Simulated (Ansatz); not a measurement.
# Al: the cost of one run

Program: Ansatz 0.2.0. Level of theory: DFT PBE, scalar-relativistic. These are calculated values, not measurements.

## 1. The system as given

The structure is cubic, space group Fm-3m (No. 225). Conventional cell: a = 4.048 Å, b = 4.048 Å, c = 4.048 Å, α = 90.00°, β = 90.00°, γ = 90.00°. Around Al (site symmetry m-3m) lie 12 Al at 2.86 Å.

Structure file:

```cif
data_structure
_symmetry_space_group_name_H-M 'P 1'
_symmetry_Int_Tables_number 1
_cell_length_a 2.8623
_cell_length_b 2.8623
_cell_length_c 2.8623
_cell_angle_alpha 60.000
_cell_angle_beta 60.000
_cell_angle_gamma 60.000
_cell_volume 16.58
loop_
_atom_site_label
_atom_site_type_symbol
_atom_site_fract_x
_atom_site_fract_y
_atom_site_fract_z
_atom_site_occupancy
Al1 Al 0.00000 0.00000 0.00000 1
```

## 2. The deformed structure

Space group Fm-3m before, R-3m after.

## 3. LAPW, all electrons

input.yaml reads:

```yaml
crystal:
  lattice:
    - [-0.0202398, 2.0138601, 2.0138601]
    - [2.0138601, -0.0202398, 2.0138601]
    - [2.0138601, 2.0138601, -0.0202398]
  atoms:
    - { symbol: Al, position: [0.0, 0.0, 0.0] }
kpoints:
  mp_grid: { grid: [14, 14, 14] }
  band_path:
    path:
      - [0.0, 0.0, 0.0]
      - [0.5, 0.5, 0.5]
      - [0.2525443832, 0.5, 0.7474556168]
      - [-0.2525443832, 0.2525443832, 0.5]
      - [0.0, 0.0, 0.5]
      - [0.0, 0.0, 0.0]
      - [-0.3762721916, 0.0, 0.3762721916]
      - [0.0, 0.3762721916, 0.6237278084]
      - [0.0, 0.5, 0.5]
    npoints: 5
scf:
  occupations: { method: fermi_dirac, width: 0.05 }
hamiltonian:
  xc: pbe
  pseudopotentials: { kind: all_electron, lapw: { basis_error: 0.001 } }
output:
  forces: true
  stress: true
  eigenvalues: true
```

The run is started by

```
ansatz run input.yaml --threads 1 --pin off --max-ram 3072MiB --backend cpu --events-out ev --progress --plain --runs-dir out
```

Q: Estimate wall time and peak memory on 1 thread of Intel Xeon Platinum 8488C (Sapphire Rapids), shared host.

About 6.2 s, with a peak of 0.3 GiB.
